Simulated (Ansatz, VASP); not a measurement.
**Two plane-wave programs on Rb**

```
CELL_PARAMETERS angstrom
-2.97408 2.97408 2.74893
2.97408 -2.97408 2.74893
2.97408 2.97408 -2.74893
ATOMIC_POSITIONS crystal
Rb 0.00000 0.00000 0.00000
```

Change from the starting cell: volume scaled by 1.02.

Alike in both runs: task single point; functional PBE; k mesh 7 × 7 × 7; occupations fermi-dirac, width 0.05 eV; no spin polarisation.

|  | VASP | Ansatz |
| --- | --- | --- |
| version | VASP 6.6.1 | Ansatz 0.2.0 |
| potentials or method | VASP PAW PBE potentials, release 64 (Rb_sv) | Ansatz PAW |
| plane-wave cutoff (eV) | 520 | 420 |
| valence electrons in the cell | 9 | 9 |

|  | VASP | Ansatz | Ansatz less VASP |
| --- | --- | --- | --- |
| gap on the k mesh at the Fermi level (eV) | none | none | - |
| pressure (GPa) | -0.2 | -0.2 | 0.00 |

A gap of «none» marks a metal or a gap that the smearing closes.
